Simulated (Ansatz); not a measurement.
# KCl: stress in a strained cell

KCl is deformed so: equal xx and yy strain of -2 %. What stress and forces result, by LAPW, PAW and all-electron datasets made for the crystal?

Program: Ansatz 0.2.0. Level of theory: DFT PBE, scalar-relativistic. These are calculated values, not measurements.

### 1 The structure to begin with

Symmetry: Fm-3m, No. 225, cubic system. Conventional cell: a = 6.312 Å, b = 6.312 Å, c = 6.312 Å, α = 90.00°, β = 90.00°, γ = 90.00°. K (site symmetry m-3m) is surrounded by 6 Cl at 3.16 Å. Around Cl (site symmetry m-3m) lie 6 K at 3.16 Å.

Coordinates:

```cif
data_structure
_symmetry_space_group_name_H-M 'P 1'
_symmetry_Int_Tables_number 1
_cell_length_a 4.4634
_cell_length_b 4.4634
_cell_length_c 4.4634
_cell_angle_alpha 60.000
_cell_angle_beta 60.000
_cell_angle_gamma 60.000
_cell_volume 62.88
loop_
_atom_site_label
_atom_site_type_symbol
_atom_site_fract_x
_atom_site_fract_y
_atom_site_fract_z
_atom_site_occupancy
K1 K 0.00000 0.00000 0.00000 1
Cl1 Cl 0.50000 0.50000 0.50000 1
```

Atoms are numbered in the order of the input: K1, Cl2.

### 2 The deformed structure

Space group Fm-3m before, I4/mmm after.

### 3 All-electron LAPW

input.yaml reads:

```yaml
crystal:
  lattice:
    - [0.0, 3.092978, 3.1561]
    - [3.092978, 0.0, 3.1561]
    - [3.092978, 3.092978, 0.0]
  atoms:
    - { symbol: K, position: [0.0, 0.0, 0.0] }
    - { symbol: Cl, position: [0.5, 0.5, 0.5] }
kpoints:
  mp_grid: { grid: [7, 7, 7] }
  band_path:
    path:
      - [0.0, 0.0, 0.0]
      - [0.0, 0.5, 0.5]
      - [0.25, 0.75, 0.5]
      - [0.0, 0.5, 0.0]
      - [0.0, 0.0, 0.0]
      - [0.5, 0.5, 0.0]
      - [0.37005, 0.62995, 0.0]
      - [-0.37005, 0.37005, 0.0]
      - [0.0, 0.0, 0.0]
    npoints: 5
scf:
  occupations: { method: fermi_dirac, width: 0.03 }
hamiltonian:
  xc: pbe
  pseudopotentials: { kind: all_electron, lapw: { basis_error: 0.001 } }
output:
  forces: true
  stress: true
  eigenvalues: true
```

Started as:

```bash
ansatz run input.yaml --threads 1 --pin off --max-ram 3072MiB --backend cpu --events-out ev --progress --plain --runs-dir out
```

### 4 PAW with frozen cores

input.yaml reads:

```yaml
crystal:
  lattice:
    - [0.0, 3.092978, 3.1561]
    - [3.092978, 0.0, 3.1561]
    - [3.092978, 3.092978, 0.0]
  atoms:
    - { symbol: K, position: [0.0, 0.0, 0.0] }
    - { symbol: Cl, position: [0.5, 0.5, 0.5] }
kpoints:
  mp_grid: { grid: [7, 7, 7] }
scf:
  occupations: { method: fermi_dirac, width: 0.03 }
hamiltonian:
  xc: pbe
  pseudopotentials: { kind: paw }
output:
  forces: true
  stress: true
  eigenvalues: true
  efg: { contact_densities: true }
```

### 5 All-electron PAW on datasets made for the crystal

input.yaml: that of step 4 with these lines changed.

```diff
@@ -14,3 +14,3 @@
   xc: pbe
-  pseudopotentials: { kind: paw }
+  pseudopotentials: { kind: all_electron, datasets: crystal }
 output:
```

(Steps that only read results are left out.)

Q: Predict the outcome of this session. Wanted: pressure; largest shear or deviatoric stress.

**Answer**, as computed:

| quantity | value |
| --- | --- |
| pressure | LAPW 1.44, PAW 1.44, crystal datasets 1.44 GPa |
| largest shear or deviatoric stress (LAPW) | 0.57 GPa |

In words: The largest part of the stress beyond the pressure is 0.57 GPa in size, in the zz component; the atoms are carried along and not relaxed. No run of the undeformed cell stands beside it, so the pressure holds what the given cell had before the change. PAW: stress within 0.01 GPa of LAPW. Crystal datasets: stress within 0.01 GPa of LAPW.
